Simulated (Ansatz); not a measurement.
# LiNbO3: the cost of one run

Method: DFT PBE, scalar-relativistic, plane waves, PAW, in Ansatz 0.2.0.

1 further run of the same task is left out (set aside as unsound or not needed). Runs told in other sessions of the task aren't counted.

## Step 1: The starting structure

Symmetry: R-3m, No. 166, trigonal system. Conventional cell: a = 4.502 Å, b = 4.502 Å, c = 10.345 Å, α = 90.00°, β = 90.00°, γ = 120.00°. Around Li (site symmetry -3m) lie 6 O at 2.25 Å. Around Nb (site symmetry -3m) lie 6 O at 2.16 Å. O (site symmetry 2/m) has 2 Nb at 2.16 Å and 2 Li at 2.25 Å in its first shell of neighbours.

As a file:

```
Li Nb O
1.0
     2.25081    1.29950    3.44827
    -2.25081    1.29950    3.44827
     0.00000   -2.59901    3.44827
Li Nb O
1 1 3
Direct
  0.00000 0.00000 0.00000
  0.50000 0.50000 0.50000
  0.50000 0.50000 0.00000
  0.00000 0.50000 0.50000
  0.50000 0.00000 0.50000
```

The cell is invented: random cell by space group and Wyckoff sites (R-3m, No. 166). The dimensions are guesses.

## Step 2: A first look at the guess

Input file input.yaml:

```yaml
crystal:
  lattice:
    - [2.25080745, 1.29950429, 3.44826524]
    - [-2.25080745, 1.29950429, 3.44826524]
    - [0.0, -2.59900857, 3.44826524]
  atoms:
    - { symbol: Li, position: [0.0, 0.0, 0.0] }
    - { symbol: Nb, position: [0.5, 0.5, 0.5] }
    - { symbol: O, position: [0.5, 0.5, 0.0] }
    - { symbol: O, position: [0.0, 0.5, 0.5] }
    - { symbol: O, position: [0.5, 0.0, 0.5] }
basis:
  ecutwfc: 420
kpoints:
  mp_grid: { grid: [6, 6, 6] }
hamiltonian:
  xc: pbe
scf:
  occupations: { method: gaussian, width: 0.1 }
  lower_state_search: "off"
output:
  forces: true
  stress: true
  eigenvalues: true
```

Launch:

```console
> ansatz run input.yaml --threads 1 --pin off --max-ram 2560MiB --backend cpu --events-out ev --progress --plain --runs-dir out
```

Q: Estimate wall time and peak memory on 1 thread of Arm Neoverse V2, shared host.

About 2.1 s, with a peak of 0.33 GiB.
